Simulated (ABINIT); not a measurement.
BeS in ABINIT: the effect of dispersion

Crystal: BeS.

```
CELL_PARAMETERS angstrom
0.00000 2.42500 2.42500
2.42500 0.00000 2.42500
2.42500 2.42500 0.00000
ATOMIC_POSITIONS crystal
S 0.75000 0.75000 0.75000
Be 0.00000 0.00000 0.00000
```

Alike in all runs:

- Program: ABINIT 10.8.3 (patched build)
- Task: equation of state
- Functional: PBE
- Potentials or basis: JTH PAW PBE v2.0
- Cutoff: 544 eV
- k mesh: 9 × 9 × 9
- Occupations: fermi-dirac, width 0.05 eV
- Spin: no spin polarisation

```csv
dispersion,V0 of scaled cells (Å³/atom),B0 (GPa)
none,14.48,93
D3,?,?
D3(BJ),13.95,100
D2,14.24,99
```

What does the run with dispersion D3 give?

V0 of scaled cells 14.19 Å³/atom; B0 97 GPa.

Caveats: pressures at fixed basis lie under the slope of the energies.
